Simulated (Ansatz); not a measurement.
HfO2: energy above lowest point against volume scale

Results calculated with Ansatz 0.2.0, not measured. Free energy against uniform scaling of the volume at fixed shape and fractions; periodic cell, basis, potentials, k mesh and filling as listed.

The cell before it is scaled or strained (space group P4_2/mnm, No. 136):
```
HfO2
1.0
      4.8135     0.0000     0.0000
      0.0000     4.8135     0.0000
      0.0000     0.0000     3.2054
Hf O
2 4
Direct
  0.00000 0.00000 0.00000
  0.50000 0.50000 0.50000
  0.19496 0.80504 0.50000
  0.30504 0.30504 0.00000
  0.69496 0.69496 0.00000
  0.80504 0.19496 0.50000
```

Settings of every row: functional PBEsol; dispersion none; potentials PAW; wave cutoff 421.78 eV; density cutoff 1687.1 eV; k mesh 4x4x6; k shift 0x0x0; occupations fixed; smearing width 0 eV; spin none.

Limits: no spin-orbit coupling, which can matter with elements this heavy; the cell comes from a prototype or a list of computed structures and needn't be the stable phase.

| row | volume scale | V (Å³/atom) | energy above lowest point (meV/atom) |
| --- | --- | --- | --- |
| 1 | 0.9 | 11.14 | 123.9 |
| 2 | 0.925 | 11.45 | 69.5 |
| 3 | 0.95 | 11.759 | 32 |
| 4 | 0.975 | 12.069 | 9.5 |
| 5 | 1 | 12.378 | 0 |
| 6 | 1.025 | 12.688 | 1.9 |
| 7 | 1.05 | 12.997 | ? |
| 8 | 1.075 | 13.306 | 34.8 |
| 9 | 1.1 | 13.616 | 63.3 |

Question: what energy above lowest point should row 7 give?

Worked fit of energy above lowest point. Take u = (V_r/V)^(2/3) − 1 with V_r = 12.224 Å³ an atom, which is twice the finite (Eulerian) strain; such expansions in the strain, on which the Birch-Murnaghan equation of state is built, carry the rest volume and the bulk modulus. The shown rows have u = 0.06386, 0.04457, 0.02619, 0.00854, -0.00831, -0.02453, -0.05497, -0.06937. Least squares give energy above lowest point = 3.2 + 557.6 × u + 20711 × u² + 2524 × u³ meV/atom; a parabola predicts inner rows, each left out in turn, worse (root mean square 0.19 against 0.097 meV/atom). The rows lie off it by 0.0, 0.1, -0.1, 0.0, 0.0, 0.0, 0.1, 0.0. Its lowest point lies at u = -0.0135, or V = 12.48 Å³ an atom, and the curvature there gives the bulk modulus at fixed shape and fractions, B = (4/9)(1 + u)² E″(u)/V = 229 GPa. Letting shape and atoms relax would as a rule lower it, by much in layered, chain or molecular crystals. The withheld row has u = -0.04005, so the fit gives 3.2 + 557.6 × (-0.04005) + 20711 × (-0.04005)² + 2524 × (-0.04005)³ = 13.9 meV/atom.

The calculation gave 13.9 meV/atom. The fit meets it to the printed digit.
